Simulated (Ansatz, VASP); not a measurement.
Two plane-wave programs on Ru

```
Ru
1.0
     4.38898    0.00000    0.00000
    -2.19449    3.80097    0.00000
     0.00000    0.00000    2.76872
Ru
3
Cartesian
  0.0000 0.0000 0.0000
  0.0000 2.5340 1.3844
  2.1945 1.2670 1.3844
```

Alike in both runs: task single point; functional BLYP; k mesh 10 × 10 × 13; occupations fermi-dirac, width 0.1 eV; no spin polarisation.

|  | VASP | Ansatz |
| --- | --- | --- |
| version | VASP 6.6.1 | Ansatz 0.2.0 |
| potentials or method | VASP PAW PBE potentials, release 64 (Ru_pv) | plane waves (420 eV) with PAW, scalar-relativistic |
| plane-wave cutoff (eV) | 520 | 420 |
| valence electrons in the cell | 42 | 48 |

```csv
,VASP,Ansatz,Ansatz less VASP
pressure (GPa),-8.4,-8.9,-0.53
largest component of the traceless stress (GPa),0.88,1.02,+0.134
```

The two sets of potentials don't hold the same shells in valence.

Caveats: the PAW data sets were made with another functional, which shifts forces and pressure a little (VASP).
